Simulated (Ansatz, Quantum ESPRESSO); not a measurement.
# Complex bands of BaS, rock salt type, lattice constant set to 6.479 Å, part 3 of 4

Wanted: the complex band structure of BaS, rock salt type, lattice constant set to 6.479 Å, as for a tunnel barrier.

Quantum ESPRESSO 7.5; plane-wave DFT, LDA, PseudoDojo norm-conserving pseudopotentials; cross-check by Ansatz 0.2.0 with PAW datasets.

So far. Step 2 (SCF with pw.x): The run needed 10 iterations to bring the estimated error under 1e-09 Ry.

## Step 4: Complex bands with pwcond.x, with ewind = 2.0 and epsproj = 0.001

Level of this step: complex band structure by pwcond; plane-wave DFT, LDA, PseudoDojo norm-conserving pseudopotentials (Quantum ESPRESSO).

A sensitivity test on the input.

The input, cbs.w.in:

```
&inputcond
  outdir = './out'
  prefixl = 'scf'
  band_file = 'cbs.w'
  ikind = 0
  ewind = 2.0
  epsproj = 0.001
  nz1 = 7
  energy0 = 7.44
  denergy = -0.24
/
4
  0.00000000 0.00000000 1.00000000
  0.50000000 0.00000000 1.00000000
  0.50000000 0.50000000 1.00000000
  0.25000000 0.00000000 1.00000000
40
```

Launch:

```
$ OMP_NUM_THREADS=1 mpirun -n 2 pwcond.x -in cbs.w.in > cbs.w.out
```

The program printed:

```text
[banner, memory and clock lines left out]
Program PWCOND v.7.5 starts
[citation notice left out]

[...]
./out/scf.save/

     IMPORTANT: XC functional enforced from input :
     Exchange-correlation= PW
                           (   1   4   0   0   0   0   0)
     Any further DFT definition will be discarded
     Please, verify this is what you really want

     Reading collected, re-writing distributed wavefunctions

===== INPUT FILE containing the left lead =====

     GEOMETRY:

     lattice parameter (alat)  =       8.6575  a.u.
     the volume                =     917.6785 (a.u.)^3
     the cross section         =      74.9521 (a.u.)^2
     l of the unit cell        =       1.4142 (alat)
     number of atoms/cell      =            4
     number of atomic types    =            2

     crystal axes: (cart. coord. in units of alat)
               a(1) = (  1.0000  0.0000  0.0000 )
               a(2) = (  0.0000  1.0000  0.0000 )
               a(3) = (  0.0000  0.0000  1.4142 )

   Cartesian axes

     site n.     atom                  positions (alat units)
          1        Ba     tau(  1)=(  0.0000  0.0000  1.4142  )
          2        S      tau(  2)=(  0.5000  0.5000  1.4142  )
          3        Ba     tau(  3)=(  0.5000  0.5000  0.7071  )
          4        S      tau(  4)=(  0.0000  0.0000  0.7071  )

     nr1s                      =           36
     nr2s                      =           36
     nr3s                      =           50
     nr1sx                     =           36
     nr2sx                     =           36
     nr3sx                     =           50
     nr1                       =           36
     nr2                       =           36
     nr3                       =           50
     nr1x                      =           36
     nr2x                      =           36
     nr3x                      =           50

 _______________________________
  Radii of nonlocal spheres:

     type       ibeta     ang. mom.          radius (alat units)
       Ba         1         0                    0.2437
       Ba         2         0                    0.2472
       Ba         3         1                    0.2195
       Ba         4         1                    0.2229
       Ba         5         2                    0.2495
       Ba         6         2                    0.2530
       S          1         0                    0.1663
       S          2         0                    0.1710
       S          3         1                    0.1686
       S          4         1                    0.1710
       S          5         2                    0.1975
       S          6         2                    0.1998
----- General information -----

----- Complex band structure calculation -----

     nrx                       =           36
     nry                       =           36
     nz1                       =            7

     energy0               =         7.4E+00
     denergy               =        -2.4E-01
     nenergy               =         40
     ecut2d                =         4.0E+01
     ewind                 =         2.0E+00
     epsproj               =         1.0E-03

     number of k_|| points=    4
                       cryst. coord.
        k(    1) = (   0.0000000   0.0000000), wk =   0.2500000
        k(    2) = (   0.5000000   0.0000000), wk =   0.2500000
        k(    3) = (   0.5000000   0.5000000), wk =   0.2500000
        k(    4) = (   0.2500000   0.0000000), wk =   0.2500000
----- Information about left lead -----

     nocros                   =           36
     noins                    =           36
     norb                     =          108
     norbf                    =          108
     nrz                      =           50

      iorb      type   ibeta   ang. mom.   m       position (alat)
        1        1       1        0        1   taunew(   1)=(  0.0000  0.0000  0.0000)
        2        1       2        0        1   taunew(   2)=(  0.0000  0.0000  0.0000)
[...]
108        2       6        2        5   taunew( 108)=(  0.5000  0.5000  1.4142)
 ngper, shell number =          241          35
 ngper, n2d =          241          60
---  E-Ef =    7.4400000  k =    0.0000000   0.0000000
---  ie =          1  ik =          1
 Nchannels of the left tip =            2
 Right moving states:
   k1(2pi/a)   k2(2pi/a)   E-Ef (eV)
   0.0979622   0.0000000   7.4400000
   0.4529964  -0.0000000   7.4400000
 Left moving states:
   k1(2pi/a)   k2(2pi/a)   E-Ef (eV)
  -0.0979622   0.0000000   7.4400000
  -0.4529964   0.0000000   7.4400000

---  E-Ef =    7.2000000  k =    0.0000000   0.0000000
---  ie =          2  ik =          1
 Nchannels of the left tip =            3
 Right moving states:
   k1(2pi/a)   k2(2pi/a)   E-Ef (eV)
  -0.0810207  -0.0000000   7.2000000
  -0.0810207  -0.0000000   7.2000000
   0.4237232   0.0000000   7.2000000
 Left moving states:
   k1(2pi/a)   k2(2pi/a)   E-Ef (eV)
   0.0810207  -0.0000000   7.2000000
   0.0810207  -0.0000000   7.2000000
  -0.4237232   0.0000000   7.2000000
[... further energies and points left out ...]
---  E-Ef =   -1.6800000  k =    0.2500000   0.0000000
---  ie =         39  ik =          4
 Nchannels of the left tip =            0
 Right moving states:
   k1(2pi/a)   k2(2pi/a)   E-Ef (eV)
 Left moving states:
   k1(2pi/a)   k2(2pi/a)   E-Ef (eV)

---  E-Ef =   -1.9200000  k =    0.2500000   0.0000000
---  ie =         40  ik =          4
 Nchannels of the left tip =            0
 Right moving states:
   k1(2pi/a)   k2(2pi/a)   E-Ef (eV)
 Left moving states:
   k1(2pi/a)   k2(2pi/a)   E-Ef (eV)

[...]
```

Wall time 69 s (2 MPI ranks of Arm Neoverse V2, shared host); peak memory 0.11 GiB.

The changed values were drawn from a wide range, not chosen for quality; the comparison shows what they did here together.

Beside the run it was changed from:

```csv
quantity,this run,unchanged run,difference
peak of the smallest κ at the zone centre (Å⁻¹),0.193,0.193,0
"peak of the smallest κ at (1/2, 0) (Å⁻¹)",0.361,0.361,0
"peak of the smallest κ at (1/2, 1/2) (Å⁻¹)",0.245,0.245,0
wall time (s),69,179,
```

The physical values in this table stay within 0.05 %.

## Step 5: Complex band structure, with ikind = 1

Another try, with an input changed as a hurried user might.

The input, cbs.bad.in:

```
&inputcond
  outdir = './out'
  prefixl = 'scf'
  tran_file = 'cbs.bad.dat'
  ikind = 1
  ewind = 4.0
  epsproj = 1e-05
  nz1 = 7
  energy0 = 7.44
  denergy = -0.24
/
4
  0.00000000 0.00000000 1.00000000
  0.50000000 0.00000000 1.00000000
  0.50000000 0.50000000 1.00000000
  0.25000000 0.00000000 1.00000000
40
```

Launch:

```
$ OMP_NUM_THREADS=1 mpirun -n 2 pwcond.x -in cbs.bad.in > cbs.bad.out
```

The program printed:

```text
[banner, memory and clock lines left out]
Program PWCOND v.7.5 starts

          URL

     ./out/scf.save/

     IMPORTANT: XC functional enforced from input :
     Exchange-correlation= PW
                           (   1   4   0   0   0   0   0)
     Any further DFT definition will be discarded
     Please, verify this is what you really want

     Reading collected, re-writing distributed wavefunctions

===== INPUT FILE containing the left lead =====

     GEOMETRY:

     lattice parameter (alat)  =       8.6575  a.u.
     the volume                =     917.6785 (a.u.)^3
     the cross section         =      74.9521 (a.u.)^2
     l of the unit cell        =       1.4142 (alat)
     number of atoms/cell      =            4
     number of atomic types    =            2

     crystal axes: (cart. coord. in units of alat)
               a(1) = (  1.0000  0.0000  0.0000 )
               a(2) = (  0.0000  1.0000  0.0000 )
               a(3) = (  0.0000  0.0000  1.4142 )

   Cartesian axes

     site n.     atom                  positions (alat units)
          1        Ba     tau(  1)=(  0.0000  0.0000  1.4142  )
          2        S      tau(  2)=(  0.5000  0.5000  1.4142  )
          3        Ba     tau(  3)=(  0.5000  0.5000  0.7071  )
          4        S      tau(  4)=(  0.0000  0.0000  0.7071  )

     nr1s                      =           36
     nr2s                      =           36
     nr3s                      =           50
     nr1sx                     =           36
     nr2sx                     =           36
     nr3sx                     =           50
     nr1                       =           36
     nr2                       =           36
     nr3                       =           50
     nr1x                      =           36
     nr2x                      =           36
     nr3x                      =           50

 _______________________________
  Radii of nonlocal spheres:

     type       ibeta     ang. mom.          radius (alat units)
       Ba         1         0                    0.2437
       Ba         2         0                    0.2472
       Ba         3         1                    0.2195
       Ba         4         1                    0.2229
       Ba         5         2                    0.2495
       Ba         6         2                    0.2530
       S          1         0                    0.1663
       S          2         0                    0.1710
       S          3         1                    0.1686
       S          4         1                    0.1710
       S          5         2                    0.1975
       S          6         2                    0.1998

 %%%%%%%%%%%%%%%%%%%%%%%%%%%%%%%%%%%%%%%%%%%%%%%%%%%%%%%%%%%%%%%%%%%%%%%%%%%%%%
     Error in routine do_cond (1):
     different cut-offs on left lead and scattering region
 %%%%%%%%%%%%%%%%%%%%%%%%%%%%%%%%%%%%%%%%%%%%%%%%%%%%%%%%%%%%%%%%%%%%%%%%%%%%%%

     stopping ...
[the rest left out]
```

The job ended after 0.66 s (2 MPI ranks; peak memory 0.09 GiB).

The program refused the input before any cycle.

The fault put into the input: a transmission asked without a scattering region (inputcond.ikind = 1).

The message: “do_cond (1): different cut-offs on left lead and scattering region”. ikind = 1 needs a scattering region, which this input doesn't give; ikind = 0 solves the crystal alone.

(Continued in part 4 of 4.)

[Logs are printed without paths, hosts, clocks, repeated set-up lines and the standing remarks that a program may print on its own settings, such as how far it seeks lower states.]

[Hosts, paths, dates, database ids (printed as entryN), source tags and the programs' standing remarks are cut or masked in the printed files.]

[Maps of the electrostatic potential energy from Ansatz leave out the sawtooth potential of an applied field or a dipole correction, so their vacuum need not be flat; planar profiles and work functions include it.]
